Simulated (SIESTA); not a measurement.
Here is a SIESTA 5.4.2 calculation.

The input Sn.fdf:

```
SystemName                      Sn
SystemLabel                     Sn
NumberOfSpecies                 1
NumberOfAtoms                   1
%block ChemicalSpeciesLabel
  1  50 Sn
%endblock ChemicalSpeciesLabel

UseStructFile                   true

%block kgrid.MonkhorstPack
   10   0   0  0.0
    0  10   0  0.0
    0   0  10  0.0
%endblock kgrid.MonkhorstPack
XC.Functional                   GGA
XC.Authors                      PBE
PAO.BasisSize                   DZP
PAO.EnergyShift                 0.002 Ry
Mesh.Cutoff                     500 Ry
OccupationFunction              FD
ElectronicTemperature           0.05 eV
MaxSCFIterations                120
SCF.MustConverge                false
SCF.Mixer.Method                Pulay
SCF.Mixer.Weight                0.25
SCF.Mixer.History               8
SCF.DM.Tolerance                5.0e-05
SCF.H.Tolerance                 1.0e-03 eV
WriteForces                     true
Charge.Mulliken                 end
```

Sn.STRUCT_IN

```
  -1.8779300000     1.8983980000     1.9102480000
   1.8946180000    -1.8698070000     1.8983450000
   1.8874050000     1.8792820000    -1.8816570000
1
1  50    0.0096000000     0.0063090000    -0.0032590000
```

Potentials or basis: PseudoDojo 0.4 standard (PBE files), DZP (energy shift 0.002 Ry).

Launch:

```console
$ siesta < Sn.fdf > Sn.out 2>&1
```

**Question.** Predict the band gap on the k mesh.

**Answer.** None (metal or under the smearing width).

**Question.** Estimate the pressure.

**Answer.** 2.0 GPa.

Stress tensor (GPa, compression positive):
```
1.88 0.13 0.14
0.13 1.82 0.18
0.14 0.18 2.45
```

Caveat: semicore shells carry a single zeta, which can move pressures by several GPa and volumes by a few percent; the basis of atomic orbitals isn't converged, which shifts pressures, moduli and gaps.
